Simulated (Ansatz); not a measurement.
BaSnO3:
```yaml
crystal:
  lattice:
    - [4.17601, 0.00000, 0.00000]
    - [0.00000, 4.17601, 0.00000]
    - [0.00000, 0.00000, 4.17601]
  atoms:
    - { symbol: Sn, position: [0.00000, 0.00000, 0.00000] }
    - { symbol: Ba, position: [0.50000, 0.50000, 0.50000] }
    - { symbol: O, position: [0.50000, 0.00000, 0.00000] }
    - { symbol: O, position: [0.00000, 0.50000, 0.00000] }
    - { symbol: O, position: [0.00000, 0.00000, 0.50000] }
```

Tensor components refer to the Cartesian frame of this cell.

### Question
Give the high-frequency dielectric tensor and the Born effective charge tensors of the independent atoms from DFPT, plane-wave PAW PBE (Ansatz code).

### Answer

ε∞:
```
5.21  0.00  0.00
0.00  5.21  0.00
0.00  0.00  5.21
```
Z* of atom 1 (Sn), rows: field, columns: displacement, in e:
```
4.50  0.00  0.00
0.00  4.50  0.00
0.00  0.00  4.50
```
Z* of atom 2 (Ba), rows: field, columns: displacement, in e:
```
2.76  0.00  0.00
0.00  2.76  0.00
0.00  0.00  2.76
```
Z* of atom 3 (O), rows: field, columns: displacement, in e:
```
-3.60   0.00   0.00
 0.00  -1.82   0.00
 0.00   0.00  -1.82
```

Static charges for comparison (Bader): Sn1 +2.43, Ba2 +1.55, O3 -1.33 e. Born charges measure polarisation by displacement and can exceed these by far.

Space group Pm-3m (cubic perovskite). Symmetry was held in the PBE relaxation. At this level the phase is dynamically unstable (imaginary phonons). Scalar-relativistic: spin–orbit coupling is off unless named, which matters more the heavier the elements.

Potentials: the later of the program's two PAW sets.
